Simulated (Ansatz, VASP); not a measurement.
# Si36O71 (V_O (F centre)): VASP beside Ansatz

One calculation is typed for both programs; each brings its own data sets. How far apart do they land? The cell is taken from a series of runs on this material, whose earlier steps may have relaxed, scaled, displaced or heated it; both programs get it as it stands.

Method: plane waves, with VASP 6.6.1 beside it; PBE, in Ansatz 0.2.0.

## 1. The starting structure

The cell holds 107 atoms: 36 Si and 71 O. Its edges and angles: a = 10.042 Å, b = 15.063 Å, c = 11.019 Å, α = 90.0°, β = 90.0°, γ = 120.0°. It derives from SiO2 (SiO2 (P3_121)). Nearest the centre at fractional (0.421, 0.529, 0.436): Si12 at 1.87 Å, Si26 at 2.08 Å, O51 at 2.58 Å, O50 at 2.80 Å, O59 at 2.98 Å, O54 at 3.03 Å, O88 at 3.14 Å, O87 at 3.15 Å.

## 2. VASP: single point, PBE, pair 1

A single point takes one fixed geometry, so differences don't come from the geometry; what else differs is listed under the comparison.

Lines of VASP's logs that name or quote its potential files are left out, and so is its time.

INCAR reads:

```
SYSTEM = Si36O71
PREC = Accurate
ENCUT = 520
EDIFF = 1E-06
NELM = 200
ISMEAR = -1
SIGMA = 0.01
LREAL = Auto
ALGO = Normal
GGA = PE
NBANDS = 360
ISPIN = 2
MAGMOM = 0 0 0 0 0 0 0 0 0 0 0 0 0 0 0 0 0 0 0 0 0 0 0 0 0 0 0 0 0 0 0 0 0 0 0 0 0 0 0 0 0 0 0 0 0 0 0 0 0 0 0 0 0 0 0 0 0 0 0 0 0 0 0 0 0 0 0 0 0 0 0 0 0 0 0 0 0 0 0 0 0 0 0 0 0 0 0 0 0 0 0 0 0 0 0 0 0 0 0 0 0 0 0 0 0 0 0
LORBIT = 11
LWAVE = .FALSE.
LCHARG = .FALSE.
ISIF = 2
NUPDOWN = 0
LASPH = .TRUE.
GGA_COMPAT = .FALSE.
NCORE = 2
```

POSCAR reads:

```
Si36O71
1.0
   10.0420548533      0.0000000000      0.0000000000
   -7.5315411399     13.0450119137      0.0000000000
    0.0000000000      0.0000000000     11.0189520783
Si O
36 71
Direct
    0.2357931421      0.9999181733      0.1717739837
    0.0010088441      0.1601425541      0.3315645527
[... 3 atom lines left out ...]
    0.2619329255      0.1816506134      0.5017583219
    0.2406280235      0.3335280667      0.1644035895
    0.0096761062      0.4899483454      0.3360790534
    0.2717455704      0.5098672196      0.9978127327
    0.2318760378      0.3330556054      0.6750974448
[... 1 atom line left out ...]
    0.2465793290      0.5070027431      0.5229713209
    0.2403504556      0.6655288291      0.1635072039
[... 2 atom lines left out ...]
    0.2191433373      0.6735894472      0.6762380230
[... 9 atom lines left out ...]
    0.5359746233      0.4884012379      0.3101128659
[... 2 atom lines left out ...]
    0.5062949209      0.4899954309      0.8348447801
    0.7765282030      0.5066497405      0.4950161534
    0.7565967865      0.6681443789      0.1485491469
    0.4964505400      0.8254422275      0.3351240223
[... 1 atom line left out ...]
    0.7384442812      0.6637339481      0.6612358005
[... 1 atom line left out ...]
    0.7556290739      0.8378456467      0.5015043688
[... 2 atom lines left out ...]
    0.4211399443      0.2005197708      0.4395408350
    0.1281410030      0.1401154953      0.3981317635
    0.0816830277      0.2510930967      0.2308951549
[... 5 atom lines left out ...]
    0.0783584423      0.2406848457      0.7370774243
    0.2866859665      0.2889002869      0.5601359264
    0.2145879246      0.4222959787      0.1036090507
    0.3805748648      0.3793214378      0.2650333758
    0.1326018765      0.4614093492      0.3973588342
    0.0867994705      0.5768169860      0.2305115791
    0.2976459489      0.6157340005      0.0588294721
    0.1803178181      0.4167344353      0.6298594252
    0.3730936755      0.3842919525      0.7729939084
[... 3 atom lines left out ...]
    0.2495990553      0.6144018108      0.5653479417
[... 1 atom line left out ...]
    0.3754416744      0.7214718077      0.2643960661
    0.4118136244      0.8563932548      0.4394604822
[... 4 atom lines left out ...]
    0.3616292128      0.7197716322      0.7729044976
[... 6 atom lines left out ...]
    0.9162890688      0.1934355447      0.4327209407
[... 10 atom lines left out ...]
    0.8692717289      0.3858974693      0.2754151929
    0.9485597004      0.5340942207      0.4473641221
    0.6602604967      0.4587939080      0.3716786134
    0.5962225330      0.5637331521      0.1888732998
[... 1 atom line left out ...]
    0.7167847330      0.4215623262      0.6039062211
[... 3 atom lines left out ...]
    0.5848095112      0.5774008003      0.7301580095
    0.7838370119      0.6107242959      0.5509892771
    0.7166149826      0.7520334069      0.0933396643
    0.8722064616      0.7180543287      0.2646694497
    0.9128250862      0.8570888129      0.4360506397
    0.6217305101      0.8027034994      0.3995301195
[... 2 atom lines left out ...]
    0.6990698407      0.7470489426      0.6022269678
[... 4 atom lines left out ...]
    0.7892707139      0.9435652628      0.5678901666
```

KPOINTS reads:

```
Automatic mesh
0
Gamma
1 1 1
0 0 0
```

PAW data sets: Si and O (PBE family, release 64).

The run is started by

```bash
> mpirun -np 8 vasp_gam
```

Numbers of over 12 decimals in the logs are rounded to 6 here.

What it wrote:

```text
[banner, memory and clock lines left out]
running    8 mpi-ranks, on    1 nodes
[...]
LDA part: xc-table for (Slater+PW92), standard interpolation
 POSCAR, INCAR and KPOINTS ok, starting setup
[...]
entering main loop
       N       E                     dE             d eps       ncg     rms          rms(c)
DAV:   1     0.519185787985E+04    0.51919E+04   -0.33933E+05  1488   0.155E+03
DAV:   2    -0.493088658329E+03   -0.56849E+04   -0.55221E+04  1776   0.377E+02
DAV:   3    -0.941637999192E+03   -0.44855E+03   -0.44596E+03  1704   0.113E+02
DAV:   4    -0.950690303631E+03   -0.90523E+01   -0.90132E+01  1736   0.173E+01
[...]
DAV:  16    -0.840246202721E+03   -0.84632E-05   -0.16456E-05  1528   0.844E-03    0.557E-03
DAV:  17    -0.840246203728E+03   -0.10071E-05   -0.85268E-06  1336   0.466E-03    0.393E-03
DAV:  18    -0.840246204455E+03   -0.72700E-06   -0.36861E-06  1072   0.205E-03
   1 F= -.84024620E+03 E0= -.84024620E+03  d E =-.225537E-12  mag=    -0.0000
```

OUTCAR, selected parts (step 2):

```text
  Total       -7.3967164    -12.8098454     -9.1347940      2.2554310     -3.1487953     -1.0871658
  in kB       -8.2099817    -14.2182815    -10.1391601      2.5034145     -3.4950037     -1.2066991
  external PRESSURE =     -10.8558077 kB  Pullay stress =       0.0000000 kB

 POSITION                                       TOTAL-FORCE (eV/Angst)
 -----------------------------------------------------------------------------------
     -5.16308     13.04394      1.89277        -0.002530      0.037886      0.005601
     -1.19599      2.08906      3.65349         0.022052      0.040528     -0.013281
      1.28656      2.23117     11.01787        -0.077114      0.046884      0.046606
      2.38023      0.08322      7.30007        -0.039257      0.054080     -0.055789
[...]
total drift:                               -0.003323     -0.010279      0.024719

  FREE ENERGIE OF THE ION-ELECTRON SYSTEM (eV)
  ---------------------------------------------------
  free  energy   TOTEN  =      -840.2462044555 eV

  energy  without entropy=     -840.2462044555  energy(sigma->0) =     -840.24620446

 magnetization (x)
# of ion       s       p       d       tot
------------------------------------------
    1       -0.000  -0.000   0.000  -0.000
    2        0.000   0.000   0.000   0.000
    3        0.000   0.000   0.000   0.000
    4        0.000  -0.000   0.000   0.000
    5       -0.000  -0.000   0.000  -0.000
    6       -0.000  -0.000   0.000  -0.000
    7        0.000   0.000   0.000   0.000
    8       -0.000  -0.000   0.000  -0.000
    9       -0.000  -0.000   0.000  -0.000
   10        0.000   0.000   0.000   0.000
   11        0.000   0.000   0.000   0.000
   12       -0.001  -0.001   0.000  -0.001
   13       -0.000   0.000   0.000  -0.000
[...]
--------------------------------------------------
tot         -0.000   0.000   0.000  -0.000

[... 3 further parts left out ...]
[key lines of the parts left out:]
E-fermi :   3.4091
```

The run ends at a pressure of -1.09 GPa, with forces up to 1.9 eV/Å.

## 3. Ansatz: single point, PBE, pair 1

Ansatz runs on its default PAW (the set named soft_2) files.

The same cell, functional, mesh and smearing now go to Ansatz.

input.yaml reads:

```yaml
crystal:
  lattice:
    - [10.04205485, 0.0, 0.0]
    - [-7.53154114, 13.04501191, 0.0]
    - [0.0, 0.0, 11.01895208]
  atoms:
    - { symbol: Si, position: [0.23579314213, -8.182668e-05, 0.1717739837] }
    - { symbol: Si, position: [0.00100884406, 0.16014255408, 0.33156455267] }
[... 3 atom lines left out ...]
    - { symbol: O, position: [0.42113994428, 0.20051977078, 0.43954083497] }
    - { symbol: O, position: [0.12814100305, 0.14011549531, 0.3981317635] }
    - { symbol: O, position: [0.08168302771, 0.25109309674, 0.23089515491] }
    - { symbol: O, position: [0.28620471569, 0.27901478708, 0.05692073384] }
    - { symbol: Si, position: [0.24181093741, 0.00637927662, 0.66250092868] }
[... 1 atom line left out ...]
    - { symbol: Si, position: [0.26193292547, 0.18165061339, 0.5017583219] }
    - { symbol: O, position: [0.21063238854, 0.0955802779, 0.60894926713] }
[... 2 atom lines left out ...]
    - { symbol: O, position: [0.11499445563, 0.12685777413, 0.90301204483] }
[... 9 atom lines left out ...]
    - { symbol: O, position: [0.29764594893, 0.61573400052, 0.05882947208] }
[... 2 atom lines left out ...]
    - { symbol: Si, position: [0.24657932905, 0.50700274306, 0.52297132088] }
    - { symbol: O, position: [0.18031781814, 0.41673443525, 0.62985942522] }
    - { symbol: O, position: [0.37309367549, 0.3842919525, 0.77299390835] }
    - { symbol: O, position: [0.43297914995, 0.5299452717, 0.93856055406] }
[... 1 atom line left out ...]
    - { symbol: O, position: [0.06416373718, 0.58943844635, 0.74510819163] }
[... 1 atom line left out ...]
    - { symbol: Si, position: [0.24035045559, 0.66552882908, 0.16350720385] }
[... 2 atom lines left out ...]
    - { symbol: O, position: [0.20188599138, 0.74815084321, 0.1006689794] }
    - { symbol: O, position: [0.37544167444, 0.72147180773, 0.26439606612] }
    - { symbol: O, position: [0.41181362436, 0.85639325476, 0.43946048219] }
[... 5 atom lines left out ...]
    - { symbol: Si, position: [0.25689715478, 0.84526257631, 0.50167979188] }
    - { symbol: O, position: [0.19918213626, 0.76611442304, 0.6183140978] }
    - { symbol: O, position: [0.36162921283, 0.71977163224, 0.77290449762] }
    - { symbol: O, position: [0.41768351494, 0.86459586421, 0.93792646716] }
    - { symbol: O, position: [0.12472488966, 0.80788657603, 0.89895786172] }
    - { symbol: O, position: [0.08484033062, 0.91743082619, 0.72487777672] }
    - { symbol: O, position: [0.29302949218, 0.95775035133, 0.5511657595] }
    - { symbol: Si, position: [0.73714797724, 0.00055713127, 0.16759155598] }
    - { symbol: Si, position: [0.49622378822, 0.15997586421, 0.33747321625] }
[... 3 atom lines left out ...]
    - { symbol: O, position: [0.91628906883, 0.19343554472, 0.43272094073] }
[... 1 atom line left out ...]
    - { symbol: O, position: [0.57649041523, 0.24730376544, 0.23270810621] }
    - { symbol: O, position: [0.79007842048, 0.28268506142, 0.06683746409] }
[... 4 atom lines left out ...]
    - { symbol: O, position: [0.86068574442, 0.04826984793, 0.77517813859] }
[... 6 atom lines left out ...]
    - { symbol: Si, position: [0.76886803995, 0.506094347, 0.00165951826] }
[... 10 atom lines left out ...]
    - { symbol: O, position: [0.88367738463, 0.38475297128, 0.76526077724] }
    - { symbol: O, position: [0.92319244077, 0.51040601151, 0.94978549428] }
    - { symbol: O, position: [0.63587263576, 0.46988319759, 0.89773695011] }
    - { symbol: O, position: [0.58480951115, 0.57740080033, 0.7301580095] }
[... 1 atom line left out ...]
    - { symbol: Si, position: [0.75659678646, 0.66814437891, 0.14854914688] }
[... 3 atom lines left out ...]
    - { symbol: O, position: [0.87220646164, 0.71805432872, 0.26466944971] }
    - { symbol: O, position: [0.91282508624, 0.8570888129, 0.43605063974] }
    - { symbol: O, position: [0.62173051011, 0.80270349944, 0.39953011952] }
    - { symbol: O, position: [0.58050563622, 0.91843623806, 0.23724866125] }
    - { symbol: O, position: [0.78522219631, 0.94515370151, 0.06290368842] }
    - { symbol: Si, position: [0.73844428115, 0.66373394814, 0.66123580049] }
[... 2 atom lines left out ...]
    - { symbol: O, position: [0.6990698407, 0.74704894256, 0.60222696779] }
[... 4 atom lines left out ...]
    - { symbol: O, position: [0.78927071389, 0.94356526276, 0.56789016659] }
  host:
    repeats: [2, 3, 2]
    atoms:
      - { symbol: Si, position: [0.47658733, 0.0, 0.33333333] }
      - { symbol: Si, position: [0.0, 0.47658733, 0.66666667] }
      # ... 7 more atoms of the perfect host
basis:
  ecutwfc: 420
  xc_grid: 2
hamiltonian:
  xc: pbe
kpoints:
  mp_grid: { grid: [1, 1, 1] }
magnetization:
  spin_polarized: true
  initial_magnetization: 0
  spin_locking: { lock_magnetization: hard }
scf:
  occupations: { method: fermi_dirac, width: 0.01 }
  max_iter: 100
  n_extra_bands: 16
  lower_state_search: "off"
output:
  forces: true
checkpoint:
  read: "../exc.ground.q0.run"
  write: "../exc0_q0.ground.l1.4.run"
  compress: false
  write_wavefunctions: false
  write_every: 100000
```

The run is started by

```bash
> ansatz run input.yaml --threads 8 --pin off --max-ram 14131MiB --backend cpu --events-out ev --progress --plain --runs-dir out
```

What it wrote:

```text
Warning: checkpoint.read: the run can stay near the saved state's solution: 107 site(s) moved relative to the saved geometry (max |Δs| = 6.765e-2 fractional); the SCF starts from the saved state under `checkpoint.density_extrapolation: transplant`, in force with no word given; its orbitals are not used off its sites. A run without `checkpoint.read` takes nothing of the state. A lower free energy from it at the same positions (and U, V and field ramp, if any) shows a solution that this start missed, and an equal or higher one rules none out (checkpoint.read, Limitations, in the input reference)
scf.n_extra_bands = 16 over 285 filled bands (N_el = 570.0): the run solves 301 bands
Engine: ansatz 0.2.0, aarch64-unknown-linux-gnu
Pseudopotentials: kind: paw
Pseudopotential: Si, paw, valence charge 4, recommended cutoff 420 eV (normal), Si.paw.azcp
Pseudopotential: O, paw, valence charge 6, recommended cutoff 420 eV (normal), O.paw.azcp
Functional definition: PBE
  parameter kappa = 0.804
  parameter beta = 0.066725
  exchange = pbe_x(kappa = kappa, mu = beta*pi^2/3)
  correlation = pbe_c(beta = beta)
Crystal: 107 atoms, lattice volume = 1443.469 Å³
Basis set: ecut = 420 eV, 28209 PW (Γ), exchange–correlation on 144×216×150 points (8 copies of the dense FFT grid, shifted against one another)
Bands: 301, of which v1, the nominal top of the filled ones, is band 285 counted from 1 (284 counted from 0)
Symmetry: 1 space group operations
Space group: P1 (ITA 1), of the structure as read, at distance tolerance 1.1e-4 Å
k-points: 1
Non-local potential: Si, projectors of the file, l = 0: 2, l = 1: 2, l = 2: 2
Non-local potential: O, projectors of the file, l = 0: 2, l = 1: 2, l = 2: 1
PAW form: soft (Blöchl's): semilocal exchange-correlation on the pseudo side does not see the compensation charge
PAW one-centre angular grid: Si, 110 points (default); XC on 64 Gauss nodes
PAW one-centre angular grid: O, 110 points (default); XC on 64 Gauss nodes
Initial density: read from a saved state, or passed on in memory by an earlier SCF of this step, an earlier step, the calling program or the single point that the run made first, carried with its atoms to this geometry
Initial wavefunctions: pseudopotential atomic-orbital guess
Functional: x = pbe(κ = 0.804, μ = 0.219515), c = pbe(β = 0.066725)
SCF iter   1: F=—  HF=-63297.358607 eV  |F-HF|=—  |Δ(HF+E_count)|=         —  Δρ=2.10e-2 (↑2.10e-2 ↓2.10e-2)  dr2=2.01e1  dr2_m=0.00e0  M=0.000 μB ∫|m|=0.000 μB  β_m=0.30  ethr=3.10e-3  ⟨swp⟩=6.0  Hψ=1385  notcnv=0
preconditioner: auto → Resta (q_TF=auto, 2.337 Å⁻¹)  ε∞=3.7  [insulator: Δε(μ)=1.405 eV  Ē_g=14.285 eV  σ=0.010 eV  W_gap=1.00  n_scr=306 (ndim 8)  ℏωp=23.3 eV  f_vac=0.144  D(μ)=0.00/eV (n_scr^D=0)  ε∞_Penn≈3.7]
spin=Collinear: Resta preconditioning applied to the charge; magnetization (m = ρ↑ − ρ↓) channel mixes plain (no charge-response kernel on spin).
SCF iter   2: F=—  HF=-63294.200385 eV  |F-HF|=—  |Δ(HF+E_count)|=    3.16e0  Δρ=1.36e-2 (↑1.36e-2 ↓1.36e-2)  dr2=7.73e0  dr2_m=0.00e0  M=0.000 μB ∫|m|=0.000 μB  β_m=0.51  ethr=3.10e-3  ⟨swp⟩=3.0  Hψ=562  notcnv=0  defer=11
SCF iter   3: F=—  HF=-63293.039686 eV  |F-HF|=—  |Δ(HF+E_count)|=    1.16e0  Δρ=4.24e-3 (↑4.24e-3 ↓4.24e-3)  dr2=7.52e-1  dr2_m=0.00e0  M=0.000 μB ∫|m|=0.000 μB  β_m=0.59  ethr=1.36e-3  ⟨swp⟩=3.0  Hψ=499  notcnv=0  defer=12
SCF iter   4: F=—  HF=-63293.126880 eV  |F-HF|=—  |Δ(HF+E_count)|=   8.72e-2  Δρ=1.04e-3 (↑1.04e-3 ↓1.04e-3)  dr2=5.89e-2  dr2_m=0.00e0  M=0.000 μB ∫|m|=0.000 μB  β_m=0.71  ethr=1.32e-4  ⟨swp⟩=3.0  Hψ=605  notcnv=0  defer=12
SCF iter   5: F=—  HF=-63293.153910 eV  |F-HF|=—  |Δ(HF+E_count)|=   2.70e-2  Δρ=8.04e-4 (↑8.04e-4 ↓8.04e-4)  dr2=7.51e-2  dr2_m=0.00e0  M=0.000 μB ∫|m|=0.000 μB  β_m=0.71  ethr=1.03e-5  ⟨swp⟩=4.0  Hψ=555  notcnv=0  defer=12
SCF iter   6: F=—  HF=-63293.150899 eV  |F-HF|=—  |Δ(HF+E_count)|=   3.01e-3  Δρ=1.84e-4 (↑1.84e-4 ↓1.84e-4)  dr2=2.62e-3  dr2_m=0.00e0  M=0.000 μB ∫|m|=0.000 μB  β_m=0.75  ethr=1.03e-5  ⟨swp⟩=3.0  Hψ=442  notcnv=0  defer=12
SCF iter   7: F=—  HF=-63293.152044 eV  |F-HF|=—  |Δ(HF+E_count)|=   1.15e-3  Δρ=9.69e-5 (↑9.69e-5 ↓9.69e-5)  dr2=5.20e-4  dr2_m=0.00e0  M=0.000 μB ∫|m|=0.000 μB  β_m=0.74  ethr=4.60e-7  ⟨swp⟩=2.0  Hψ=559  notcnv=0  defer=12
SCF iter   8: F=—  HF=-63293.152249 eV  |F-HF|=—  |Δ(HF+E_count)|=   2.05e-4  Δρ=2.27e-5 (↑2.27e-5 ↓2.27e-5)  dr2=3.52e-5  dr2_m=0.00e0  M=0.000 μB ∫|m|=0.000 μB  β_m=0.81  ethr=9.13e-8  ⟨swp⟩=2.0  Hψ=563  notcnv=0  defer=12
SCF iter   9: F=—  HF=-63293.152145 eV  |F-HF|=—  |Δ(HF+E_count)|=   1.04e-4  Δρ=1.51e-5 (↑1.51e-5 ↓1.51e-5)  dr2=1.13e-5  dr2_m=0.00e0  M=0.000 μB ∫|m|=0.000 μB  β_m=0.76  ethr=6.17e-9  ⟨swp⟩=3.0  Hψ=575  notcnv=0  defer=12
[...]
Free energy (F): -63293.152149 eV
Harris-Foulkes:  -63293.152149 eV  (|F-HF|=6.07e-8)
Internal energy: -63293.152149 eV  (E = F + TS)
E sigma→0 (E₀):  -63293.152149 eV
Fermi energy:    5.210940 (↑ 5.210940, ↓ 5.210940) eV
--- Per-component energies (eV) ---
  E_band       = -2721.175649
  E_kinetic    = 14244.823009
  E_local      = -36721.430083  (includes V_loc(G=0)·N_el)
  E_nonlocal   = 4260.637392
  E_hartree    = 13309.288450
  E_xc         = -7259.820062
  E_vxc        = -8415.457077  (∫ρ·V_xc dr)
  E_paw        = -29754.575913  (= ΣΔE_a)
  E_vpaw       = -2708.510624  (= ΣTr[D̂ρ^β])
  E_aug_tail   = 0.183272  (compensation charges beyond the density's cutoff)
  E_ewald      = -21372.258215
  E_smearing   = -0.000000  (= −TS)
  E_closure    = 0.000000  (closes the sum)
  Σ components = -63293.152149   (vs F -63293.152149, Δ=0.00e0)
--- Forces (eV/Å), atoms counted from 1 ---
  atom   1  Si     0.00584451     0.03656467     0.00370378
  atom   2  Si     0.01681928     0.04649630    -0.01034975
  atom   3  Si    -0.08402609     0.03891323     0.04491740
  atom   4  O      0.00206981     0.03189967    -0.04583497
  atom   5  O     -0.00886977    -0.00391487    -0.01612346
  atom   6  O      0.01364520    -0.00503127    -0.00266373
  atom   7  O      0.03733698     0.01076458     0.05759303
  atom   8  O      0.01302909    -0.02518784    -0.01560699
  atom   9  O     -0.03850072    -0.08023539    -0.02485100
  atom  10  Si    -0.02308605     0.05676372    -0.05829315
  atom  11  Si     0.00782083    -0.02518495     0.05910698
  atom  12  Si    -0.09111374     0.05651033    -0.00668019
  atom  13  O      0.11003741    -0.10768207     0.01226662
  atom  14  O     -0.03209824     0.01016393    -0.04601941
  atom  15  O      0.03630829    -0.02229127    -0.04384785
  atom  16  O      0.00337351     0.03860119     0.02991761
  atom  17  O      0.07927972     0.18795052    -0.14248679
  atom  18  O     -0.18358905    -0.02160799     0.31958703
  atom  19  Si     0.31412599     0.17015590     0.27010049
  atom  20  Si     0.11587565    -0.19530577     0.18707167
  atom  21  Si    -0.02031197    -0.05776932     0.03239016
  atom  22  O      0.00624486     0.04039170    -0.11259477
  atom  23  O      0.31724565     0.74582764    -0.03722303
  atom  24  O      0.15210453     0.52635935     0.95223804
[...]
atom 100  Si    -0.01588176     0.01884847    -0.01470702
  atom 101  Si    -0.02633984    -0.02916125     0.00478752
  atom 102  O      0.07164215    -0.03120000     0.04816435
  atom 103  O     -0.07054156     0.01817339    -0.01995905
  atom 104  O     -0.02235802    -0.05491495     0.00577421
  atom 105  O      0.04587856    -0.00142616     0.04601517
  atom 106  O      0.01662280    -0.00054430     0.01061567
  atom 107  O     -0.01229734     0.00960176     0.01676895
  max |Σ_I F_I| component: 5.95e-5 eV/Å
```

## 4. Comparison

Known differences besides the potentials themselves: the cutoff is 420 eV in Ansatz and 520 eV in VASP (PREC = Accurate, projectors in real space). Total energies have different zeros and are not compared.

Forces on 7 of the 107 atoms, those with the largest forces and the largest differences (eV/Å; atoms numbered as in POSCAR):

| atom | Ansatz x, y, z | VASP x, y, z |
| --- | --- | --- |
| Si12 | 0.415, 0.017, -1.714 | 0.438, 0.033, -1.742 |
| Si26 | -1.480, -1.017, 0.427 | -1.512, -1.031, 0.447 |
| O51 | 0.152, 0.526, 0.952 | 0.169, 0.526, 0.956 |
| O59 | 0.858, -0.888, -0.321 | 0.865, -0.889, -0.323 |
| O86 | -0.740, -0.342, -0.149 | -0.734, -0.340, -0.148 |
| O87 | -0.246, 0.999, 0.945 | -0.219, 0.999, 0.959 |
| O88 | 0.089, 0.207, 0.940 | 0.088, 0.212, 0.935 |

The forces differ by 7.3 meV/Å r.m.s., which is 3.1 % of the r.m.s. force of 0.238 eV/Å (both taken over all components).

(Part 1 of 2 ends here.)

[Lines on the potential files, build, host, timing and source positions are cut from VASP's logs without a mark.]

[Logs are printed without paths, hosts, clocks, repeated set-up lines and the standing remarks that a program may print on its own settings, such as how far it seeks lower states.]

[Hosts, paths, dates, database ids (printed as entryN), source tags and the programs' standing remarks are cut or masked in the printed files.]
